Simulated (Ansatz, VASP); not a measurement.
## One calculation of S, two programs

Contents of INCAR:

```
SYSTEM = S
ALGO     = Normal         ! electronic algorithm
EDIFF    = 1E-7           ! SCF threshold, eV
ENCUT    = 520            ! plane-wave cutoff, eV
GGA      = PE             ! functional
ISIF     = 2              ! what is computed and relaxed
ISMEAR   = -1             ! smearing method
LASPH    = .True.         ! aspherical terms in the spheres
LCHARG   = .True.         ! write CHGCAR
LELF     = .True.         ! ELF
LREAL    = .False.        ! projectors in reciprocal space
LVHAR    = .True.       
LWAVE    = .False.        ! write WAVECAR
NBANDS   = 9              ! bands
NELM     = 100            ! most SCF steps
PREC     = Accurate       ! precision mode
SIGMA    = 0.03           ! smearing width, eV
```

KPOINTS

```
k-points
0
Gamma
  20 20 20
  0 0 0
```

Contents of POSCAR:

```
S
1.0
   -1.5805020256      1.5805020256      1.5805020256
    1.5805020256     -1.5805020256      1.5805020256
    1.5805020256      1.5805020256     -1.5805020256
S
1
Direct
    0.0000000000      0.0000000000      0.0000000000
```

Input for Ansatz:

```yaml
crystal:
  lattice:
    - [-1.5805020256, 1.5805020256, 1.5805020256]
    - [1.5805020256, -1.5805020256, 1.5805020256]
    - [1.5805020256, 1.5805020256, -1.5805020256]
  atoms:
    - { symbol: S, position: [0.0, 0.0, 0.0] }
kpoints:
  mp_grid: { grid: [20, 20, 20] }
scf:
  occupations: { method: fermi_dirac, width: 0.03 }
hamiltonian:
  xc: pbe
  pseudopotentials: { kind: all_electron, lapw: { basis_error: 0.001 } }
output:
  forces: true
  stress: true
  eigenvalues: true
basis:
  ecutwfc: 120
```

Alike in both runs: task single point; functional PBE; k mesh 20 × 20 × 20; occupations fermi-dirac, width 0.03 eV; no spin polarisation.

|  | VASP | Ansatz |
| --- | --- | --- |
| version | VASP 6.6.1 | Ansatz 0.2.0 |
| potentials or method | VASP PAW PBE potentials, release 64 (S) | all-electron LAPW, scalar-relativistic |
| plane-wave cutoff (eV) | 520 | see its input |

Ansatz gave:

| Item | Value |
| --- | --- |
| pressure (GPa) | 0.1 |

Problem. What did VASP give for the same quantities?

Solution. Pressure (GPa): -0.1.

Ansatz ran all-electron here, so the differences hold the error of VASP's frozen core and of both bases.
